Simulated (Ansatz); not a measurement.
Bands of ZnS

```
Zn S
1.0
     0.00000    2.70465    2.70465
     2.70465    0.00000    2.70465
     2.70465    2.70465    0.00000
Zn S
1 1
Direct
  0.00000 0.00000 0.00000
  0.75000 0.75000 0.75000
```

Atoms are numbered in the order listed.

The cell is COD entry 9000107, as deposited and not checked against the literature; nothing was relaxed.

Computed with Ansatz 0.2.0, DFT, PBE, all-electron LAPW, Dirac equation with spin-orbit coupling.

Settings: a Γ-centred 8×8×8 k mesh, Fermi–Dirac smearing of 0.01 eV, basis error target 0.25 meV/atom, no spin polarisation.

Points in fractions of the reciprocal vectors of this cell: Γ (0, 0, 0), X (-0.5, -0.5, 0), U (-0.375, -0.375, 0.25), K (-0.375, 0, 0.375), L (0, 0, 0.5), W (-0.5, -0.25, 0.25). The path runs Γ–X–U–K–Γ–L–W–X. Energies are in eV from the top of the valence band; (×n) counts levels within 4 meV of each other, which need not be degenerate by symmetry.

(1) Metal or insulator at this level of theory?

(2) Tabulate bands 30 to 37, counted from the lowest band of the run, along the path.

Answers

(1) An insulator or semiconductor: gap 2.08 eV, direct at Γ.

(2) 
```csv
k (1/Å),point,band 30,band 31,band 32,band 33,band 34,band 35,band 36,band 37
0.00,Γ,-0.06,0.00,0.00,0.00,0.00,2.08,2.08,6.25
0.23,,-0.79,-0.31,-0.31,-0.27,-0.27,2.93,2.93,5.86
0.46,,-1.99,-0.92,-0.92,-0.90,-0.90,4.15,4.15,4.95
0.70,,-3.14,-1.57,-1.57,-1.56,-1.56,4.13,4.13,4.54
0.93,,-4.09,-2.06,-2.06,-2.04,-2.04,3.58,3.58,4.22
1.16,X,-4.56,-2.24,-2.24,-2.22,-2.22,3.39,3.39,4.05
1.24,,-4.56,-2.30,-2.30,-2.21,-2.21,3.46,3.46,4.12
1.33,,-4.56,-2.49,-2.48,-2.16,-2.15,3.62,3.62,4.37
1.41,,-4.57,-2.73,-2.72,-2.07,-2.07,3.78,3.78,4.81
1.49,,-4.58,-2.96,-2.94,-1.96,-1.95,3.94,3.94,5.36
1.57,U,-4.60,-3.12,-3.11,-1.82,-1.81,4.11,4.11,5.92
1.71,,-4.60,-3.09,-3.08,-1.88,-1.87,4.47,4.47,6.15
1.86,,-4.60,-2.96,-2.95,-2.08,-2.06,5.20,5.21,6.09
2.00,,-4.60,-2.96,-2.95,-2.08,-2.06,5.20,5.21,6.09
2.14,,-4.60,-3.09,-3.08,-1.88,-1.87,4.47,4.47,6.15
2.28,K,-4.60,-3.12,-3.11,-1.82,-1.81,4.11,4.11,5.92
2.53,,-4.39,-2.99,-2.98,-1.30,-1.28,4.64,4.65,6.61
2.78,,-3.64,-2.21,-2.21,-0.75,-0.73,4.72,4.74,6.72
3.02,,-2.47,-1.19,-1.19,-0.33,-0.31,4.01,4.02,6.11
3.27,,-1.02,-0.34,-0.34,-0.09,-0.08,2.93,2.93,6.12
3.52,Γ,-0.06,0.00,0.00,0.00,0.00,2.08,2.08,6.25
3.72,,-0.81,-0.14,-0.14,-0.10,-0.09,2.69,2.69,6.25
3.92,,-2.16,-0.37,-0.37,-0.34,-0.32,3.34,3.34,6.49
4.12,,-3.49,-0.63,-0.63,-0.60,-0.59,3.44,3.44,6.97
4.32,,-4.61,-0.83,-0.83,-0.80,-0.79,3.33,3.33,6.90
4.52,L,-5.29,-0.90,-0.90,-0.86,-0.86,3.28,3.28,6.85
4.69,,-5.21,-1.25,-1.24,-0.98,-0.97,3.67,3.67,6.56
4.85,,-5.00,-1.99,-1.98,-1.27,-1.25,4.45,4.45,6.07
5.01,,-4.74,-2.66,-2.65,-1.72,-1.70,5.14,5.15,5.86
5.18,,-4.58,-2.96,-2.94,-2.26,-2.24,5.50,5.52,5.99
5.34,W,-4.58,-2.77,-2.74,-2.73,-2.71,5.67,5.67,5.98
5.46,,-4.57,-2.72,-2.69,-2.68,-2.67,5.28,5.28,5.68
5.58,,-4.57,-2.59,-2.58,-2.55,-2.55,4.58,4.60,5.10
5.69,,-4.56,-2.43,-2.42,-2.40,-2.40,3.96,3.97,4.56
5.81,,-4.56,-2.29,-2.29,-2.27,-2.26,3.54,3.55,4.18
5.92,X,-4.56,-2.24,-2.24,-2.22,-2.22,3.39,3.39,4.05
```
